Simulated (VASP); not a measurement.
# Mo (Im-3m) in VASP: a series of runs

One crystal, Mo, is run at these levels: LDA; tasks: single point.

Everything below comes from runs of VASP 6.6.1. Logs are shortened: lines on timing, memory, paths and dates and some standing lists are left out, and cuts for length are marked.

## 1. The undisturbed crystal

The structure is cubic, space group Im-3m (No. 229). Conventional cell: a = 3.168 Å, b = 3.168 Å, c = 3.168 Å, α = 90.00°, β = 90.00°, γ = 90.00°. Mo (site symmetry m-3m) has 8 Mo at 2.74 Å as nearest neighbours.

## 2. Single point, LDA (grid = ENCUT=400 dk=0.45 cell=3x3x3 ISMEAR=1 SIGMA=0.1 LREAL=Auto EDIFF=1e-06)

Input file INCAR:

```
PREC     = Accurate       # precision mode
ENCUT    = 400            # plane-wave cutoff, eV
EDIFF    = 1E-6           # SCF threshold, eV
ISMEAR   = 1              # smearing method
SIGMA    = 0.1            # smearing width, eV
LREAL    = Auto         
LASPH    = True           # aspherical terms in the spheres
NELM     = 120            # most SCF steps
ALGO     = Fast           # electronic algorithm
ISIF     = 2              # what is computed and relaxed
LWAVE    = False          # write WAVECAR
LCHARG   = False          # write CHGCAR
NBANDS   = 215            # bands
```

Input file KPOINTS:

```
Automatic mesh
0
Gamma
  3 3 3
```

Input file POSCAR:

```
Mo
1.0
   -4.7514269157      4.7514269157      4.7514269157
    4.7514269157     -4.7514269157      4.7514269157
    4.7514269157      4.7514269157     -4.7514269157
Mo
27
Direct
    0.0000000000      0.0000000000      0.0000000000
    0.0000000000      0.0000000000      0.3333333333
    0.0000000000      0.0000000000      0.6666666667
    0.0000000000      0.3333333333      0.0000000000
    0.0000000000      0.3333333333      0.3333333333
    0.0000000000      0.3333333333      0.6666666667
    0.0000000000      0.6666666667      0.0000000000
    0.0000000000      0.6666666667      0.3333333333
    0.0000000000      0.6666666667      0.6666666667
    0.3333333333      0.0000000000      0.0000000000
    0.3333333333      0.0000000000      0.3333333333
    0.3333333333      0.0000000000      0.6666666667
    0.3333333333      0.3333333333      0.0000000000
    0.3333333333      0.3333333333      0.3333333333
    0.3333333333      0.3333333333      0.6666666667
    0.3333333333      0.6666666667      0.0000000000
    0.3333333333      0.6666666667      0.3333333333
    0.3333333333      0.6666666667      0.6666666667
    0.6666666667      0.0000000000      0.0000000000
    0.6666666667      0.0000000000      0.3333333333
    0.6666666667      0.0000000000      0.6666666667
    0.6666666667      0.3333333333      0.0000000000
    0.6666666667      0.3333333333      0.3333333333
    0.6666666667      0.3333333333      0.6666666667
    0.6666666667      0.6666666667      0.0000000000
    0.6666666667      0.6666666667      0.3333333333
    0.6666666667      0.6666666667      0.6666666667
```

Potentials or basis: VASP PAW LDA potentials, release 64 (Mo_sv).

The run is started by

```bash
> cat potpaw_LDA.64/Mo_sv/POTCAR > POTCAR
> mpirun -np 1 vasp_std > vasp.out
```

OUTCAR:

```text
PREC = Accurate
   ENCUT = 400
   EDIFF = 1E-6
   ISMEAR = 1
   LREAL = Auto
   LASPH = True
   NELM = 120
   ISIF = 2

 Found      4 irreducible k-points:

 Following reciprocal coordinates:
            Coordinates               Weight
  0.000000  0.000000  0.000000      1.000000
  0.333333  0.000000  0.000000     12.000000
  0.333333  0.333333  0.000000      8.000000
 -0.333333  0.333333  0.333333      6.000000
   k-points           NKPTS =      4   k-points in BZ     NKDIM =      4   number of bands    NBANDS=    215
   number of dos      NEDOS =    301   number of ions     NIONS =     27
   total plane-waves  NPLWV = 157464
   dimension x,y,z NGX =    54 NGY =   54 NGZ =   54
   dimension x,y,z NGXF=   108 NGYF=  108 NGZF=  108
   ions per type =              27
   NGX,Y,Z   is equivalent  to a cutoff of  10.91, 10.91, 10.91 a.u.
   NGXF,Y,Z  is equivalent  to a cutoff of  21.82, 21.82, 21.82 a.u.
 SYSTEM =  unknown system
   PREC   = accura    normal or accurate (medium, high low for compatibility)
   ISTART =      0    job   : 0-new  1-cont  2-samecut
   ICHARG =      2    charge: 1-file 2-atom 10-const
   ISPIN  =      1    spin polarized calculation?
   LNONCOLLINEAR =      F non collinear calculations
   LSORBIT =      F    spin-orbit coupling
   LASPH  =      T    aspherical Exc in radial PAW
   ENCUT  =  400.0 eV  29.40 Ry    5.42 a.u.  13.42 13.42 13.42*2*pi/ulx,y,z
   NELM   =    120;   NELMIN=  2; NELMDL= -5     # of ELM steps
   EDIFF  = 0.1E-05   stopping-criterion for ELM
   LREAL  =      T    real-space projection
   EDIFFG = 0.1E-04   stopping-criterion for IOM
   NSW    =      0    number of steps for IOM
   IBRION =     -1    ionic relax: 0-MD 1-quasi-New 2-CG
   NFREE  =      0    steps in history (QN), initial steepest desc. (CG)
   ISIF   =      2    stress and relaxation
   ISYM   =      2    0-nonsym 1-usesym 2-fastsym
   POTIM  = 0.5000    time-step for ionic-motion
   TEBEG  =    0.0;   TEEND  =   0.0 temperature during run
   PSTRESS=    0.0 pullay stress
   NELECT =     378.0000    total number of electrons
   NUPDOWN=      -1.0000    fix difference up-down
   EMIN   =  10.00;   EMAX   =-10.00  energy-range for DOS
   EFERMI =   0.00;   METHOD = LEGACY
   ISMEAR =     1;   SIGMA  =   0.10  broadening in eV -4-tet -1-fermi 0-gaus
   EFERMI_NEDOS =   21; number of points for ismear=-14 and -15
   IALGO  =     68    algorithm
   IMIX   =      4    mixing-type and parameters
     AMIX     =   0.40;   BMIX     =  1.00
     AMIX_MAG =   1.60;   BMIX_MAG =  1.00
  volume/ion in A,a.u.               =      15.89       107.24
  Fermi-wavevector in a.u.,A,eV,Ry     =   1.569380  2.965698 33.510508  2.462953
  Thomas-Fermi vector in A             =   2.671271
   LORBIT       =      0    0 simple, 1 ext, 2 COOP (PROOUT), +10 PAW based schemes
   GGA     = CA    functional components
   LHFCALC =     F    Hartree Fock is set to
   AEXX    =    0.0000 exact exchange contribution
   IVDW    =     0    specifies the selected vdW correction
   LEPSILON=     F    determine dielectric tensor
   LRPA    =     F    only Hartree local field effects (RPA)
 non-spin polarized calculation
 RMM-DIIS sequential band-by-band and
 Methfessel and Paxton  Order N= 1 SIGMA  =   0.10
  energy-cutoff  :      400.00
  volume of cell :      429.07
 maximum number of plane-waves:      7803
 NGX is ok and might be reduce to    54
   NGX = 27   NGY = 27   NGZ = 27

 number of electron     378.0000150 magnetization

 Free energy of the ion-electron system (eV)
  ---------------------------------------------------
  ext. energy  EPLUGINS =         0.00000000
  ---------------------------------------------------
  free energy    TOTEN  =      -327.05305892 eV

  energy without entropy =     -327.02311618  energy(sigma->0) =     -327.04307801

 E-fermi :  12.1391     XC(G=0): -13.5128

 val. band max:       12.0840579423   @ k =  -0.3333   0.3333   0.3333
 cond. band min:      12.1474551379   @ k =   0.3333   0.0000   0.0000
 fundamental gap:      0.0633971956
 Fermi energy:        12.1391168192

 k-point     1 :       0.0000    0.0000    0.0000
  band No.  band energies     occupation
      1     -48.7373      2.00000
      2     -48.5478      2.00000
      3     -48.5478      2.00000
      4     -48.5478      2.00000
      5     -48.5478      2.00000
      6     -48.5478      2.00000
[... 193 lines left out ...]
    200      13.6029     -0.00000
    201      13.6030     -0.00000

 k-point     2 :       0.3333    0.0000    0.0000
  band No.  band energies     occupation
      1     -48.7081      2.00000
      2     -48.6337      2.00000
      3     -48.5760      2.00000
      4     -48.5760      2.00000
      5     -48.5760      2.00000
      6     -48.5760      2.00000
[... 193 lines left out ...]
    200      13.2175     -0.00000
    201      13.2276     -0.00000

 k-point     3 :       0.3333    0.3333    0.0000
  band No.  band energies     occupation
      1     -48.6563      2.00000
      2     -48.6563      2.00000
      3     -48.6563      2.00000
      4     -48.5961      2.00000
      5     -48.5330      2.00000
      6     -48.5330      2.00000
[... 193 lines left out ...]
    200      12.7916     -0.00000
    201      13.0284     -0.00000

 k-point     4 :      -0.3333    0.3333    0.3333
  band No.  band energies     occupation
      1     -48.6799      2.00000
      2     -48.6079      2.00000
      3     -48.6079      2.00000
      4     -48.6079      2.00000
      5     -48.6079      2.00000
      6     -48.5422      2.00000
[... 193 lines left out ...]
    200      12.5969     -0.00000
    201      12.5969     -0.00000
 [bands above 201 left out]

------------------------ aborting loop because EDIFF is reached ----------------------------------------

  FORCE on cell =-STRESS in cart. coord.  units (eV):
  Direction    XX          YY          ZZ          XY          YZ          ZX
  --------------------------------------------------------------------------------------
  -------------------------------------------------------------------------------------
  Total      -37.5464326    -37.5464326    -37.5464326      0.0000000      0.0000000      0.0000000
  in kB     -140.1997082   -140.1997082   -140.1997082      0.0000000      0.0000000      0.0000000
  external PRESSURE =    -140.1997082 kB  Pullay stress =       0.0000000 kB

 VOLUME and BASIS-vectors are now :
 -----------------------------------------------------------------------------
  energy-cutoff  :      400.00
  volume of cell :      429.07
      direct lattice vectors                 reciprocal lattice vectors
    -4.751426916  4.751426916  4.751426916     0.000000000  0.105231546  0.105231546
     4.751426916 -4.751426916  4.751426916     0.105231546  0.000000000  0.105231546
     4.751426916  4.751426916 -4.751426916     0.105231546  0.105231546  0.000000000

 POSITION                                       TOTAL-FORCE (eV/Angst)
 -----------------------------------------------------------------------------------
      0.00000      0.00000      0.00000        -0.000000      0.000000     -0.000000
      1.58381      1.58381     -1.58381        -0.000000      0.000000      0.000000
      3.16762      3.16762     -3.16762         0.000000      0.000000      0.000000
      1.58381     -1.58381      1.58381        -0.000000      0.000000     -0.000000
      3.16762      0.00000      0.00000         0.000000     -0.000000     -0.000000
      4.75143      1.58381     -1.58381        -0.000000      0.000000     -0.000000
[... 19 lines left out ...]
      1.58381      1.58381      4.75143         0.000000     -0.000000      0.000000
      3.16762      3.16762      3.16762        -0.000000     -0.000000     -0.000000
 -----------------------------------------------------------------------------------
    total drift:                                0.000000      0.000000      0.000000

  FREE ENERGIE OF THE ION-ELECTRON SYSTEM (eV)
  ---------------------------------------------------
  free  energy   TOTEN  =      -327.0530589245 eV

  energy  without entropy=     -327.0231161794  energy(sigma->0) =     -327.04307801
```

Wall time 10 min (1 thread of Intel Xeon Platinum 8488C (Sapphire Rapids), shared host); peak memory 0.39 GiB.

The run converged, but some of its settings lie outside the range that counts as converged, so its numbers aren't taken as properties of the crystal.

Results:

```
Free energy            : -327.0531 eV
Pressure               : -14.0 GPa
Band gap on the k mesh : none (metal or under the smearing width)
```

## 3. Single point, LDA (grid = ENCUT=400 dk=0.35 cell=3x3x3 ISMEAR=1 SIGMA=0.1 LREAL=Auto EDIFF=1e-06)

INCAR is that of step 2.

KPOINTS is that of step 2.

POSCAR is that of step 2.

Potentials or basis: VASP PAW LDA potentials, release 64 (Mo_sv).

The run is started by

```bash
> cat potpaw_LDA.64/Mo_sv/POTCAR > POTCAR
> mpirun -np 1 vasp_std > vasp.out
```

It took 13 min on 1 thread of Intel Xeon Platinum 8488C (Sapphire Rapids), shared host; peak memory 0.38 GiB.

The run converged, but some of its settings lie outside the range that counts as converged, so its numbers aren't taken as properties of the crystal.

What came out:

* Free energy: -327.0531 eV
* Pressure: -14.0 GPa
* Band gap on the k mesh: none (metal or under the smearing width)

## 4. Single point, LDA (grid = ENCUT=400 dk=0.35 cell=3x3x3 ISMEAR=1 SIGMA=0.2 LREAL=Auto EDIFF=1e-06)

INCAR: that of step 3 with these lines changed.

```diff
@@ -4,3 +4,3 @@
 ISMEAR   = 1              # smearing method
-SIGMA    = 0.1            # smearing width, eV
+SIGMA    = 0.2            # smearing width, eV
 LREAL    = Auto
```

KPOINTS is that of step 3.

POSCAR is that of step 3.

Potentials or basis: VASP PAW LDA potentials, release 64 (Mo_sv).

The run is started by

```bash
> cat potpaw_LDA.64/Mo_sv/POTCAR > POTCAR
> mpirun -np 1 vasp_std > vasp.out
```

OUTCAR:

```text
PREC = Accurate
   ENCUT = 400
   EDIFF = 1E-6
   ISMEAR = 1
   LREAL = Auto
   LASPH = True
   NELM = 120
   ISIF = 2

 Found      4 irreducible k-points:

 Following reciprocal coordinates:
            Coordinates               Weight
  0.000000  0.000000  0.000000      1.000000
  0.333333  0.000000  0.000000     12.000000
  0.333333  0.333333  0.000000      8.000000
 -0.333333  0.333333  0.333333      6.000000
   k-points           NKPTS =      4   k-points in BZ     NKDIM =      4   number of bands    NBANDS=    215
   number of dos      NEDOS =    301   number of ions     NIONS =     27
   total plane-waves  NPLWV = 157464
   dimension x,y,z NGX =    54 NGY =   54 NGZ =   54
   dimension x,y,z NGXF=   108 NGYF=  108 NGZF=  108
   ions per type =              27
   NGX,Y,Z   is equivalent  to a cutoff of  10.91, 10.91, 10.91 a.u.
   NGXF,Y,Z  is equivalent  to a cutoff of  21.82, 21.82, 21.82 a.u.
 SYSTEM =  unknown system
   PREC   = accura    normal or accurate (medium, high low for compatibility)
   ISTART =      0    job   : 0-new  1-cont  2-samecut
   ICHARG =      2    charge: 1-file 2-atom 10-const
   ISPIN  =      1    spin polarized calculation?
[... 63 lines left out ...]
 k-point     1 :       0.0000    0.0000    0.0000
  band No.  band energies     occupation
      1     -48.7367      2.00000
      2     -48.5472      2.00000
      3     -48.5472      2.00000
      4     -48.5472      2.00000
      5     -48.5472      2.00000
      6     -48.5472      2.00000
[... 805 lines left out ...]
    200      12.5976     -0.01178
    201      12.5976     -0.01178
 [bands above 201 left out]

------------------------ aborting loop because EDIFF is reached ----------------------------------------

  FORCE on cell =-STRESS in cart. coord.  units (eV):
  Direction    XX          YY          ZZ          XY          YZ          ZX
  --------------------------------------------------------------------------------------
  -------------------------------------------------------------------------------------
  Total      -37.6357106    -37.6357106    -37.6357106     -0.0000000     -0.0000000     -0.0000000
  in kB     -140.5330754   -140.5330754   -140.5330754     -0.0000000     -0.0000000     -0.0000000
  external PRESSURE =    -140.5330754 kB  Pullay stress =       0.0000000 kB

 VOLUME and BASIS-vectors are now :
 -----------------------------------------------------------------------------
  energy-cutoff  :      400.00
  volume of cell :      429.07
      direct lattice vectors                 reciprocal lattice vectors
    -4.751426916  4.751426916  4.751426916     0.000000000  0.105231546  0.105231546
     4.751426916 -4.751426916  4.751426916     0.105231546  0.000000000  0.105231546
     4.751426916  4.751426916 -4.751426916     0.105231546  0.105231546  0.000000000

 POSITION                                       TOTAL-FORCE (eV/Angst)
 -----------------------------------------------------------------------------------
      0.00000      0.00000      0.00000        -0.000000      0.000000     -0.000000
      1.58381      1.58381     -1.58381        -0.000000     -0.000000      0.000000
      3.16762      3.16762     -3.16762        -0.000000      0.000000     -0.000000
      1.58381     -1.58381      1.58381         0.000000     -0.000000     -0.000000
      3.16762      0.00000      0.00000        -0.000000     -0.000000      0.000000
      4.75143      1.58381     -1.58381        -0.000000     -0.000000     -0.000000
[... 19 lines left out ...]
      1.58381      1.58381      4.75143        -0.000000     -0.000000      0.000000
      3.16762      3.16762      3.16762        -0.000000     -0.000000     -0.000000
 -----------------------------------------------------------------------------------
    total drift:                                0.000000      0.000000      0.000000

  FREE ENERGIE OF THE ION-ELECTRON SYSTEM (eV)
  ---------------------------------------------------
  free  energy   TOTEN  =      -327.0735679667 eV

  energy  without entropy=     -327.0604449310  energy(sigma->0) =     -327.06919362
```

Wall time 12 min (1 thread of Intel Xeon Platinum 8488C (Sapphire Rapids), shared host); peak memory 0.39 GiB.

The run converged, but some of its settings lie outside the range that counts as converged, so its numbers aren't taken as properties of the crystal.

Results:

* Free energy: -327.0736 eV
* Pressure: -14.1 GPa
* Band gap on the k mesh: none (metal or under the smearing width)

## 5. The reference run

An earlier run on the cell as given: functional PBE; potentials or basis VASP PAW PBE potentials, release 64 (Mo_sv); cutoff 520 eV; k mesh 12 × 12 × 12; occupations fermi-dirac, width 0.05 eV; no spin polarisation.

* Pressure: -1.4 GPa
* Band gap on the k mesh: none (metal or under the smearing width)
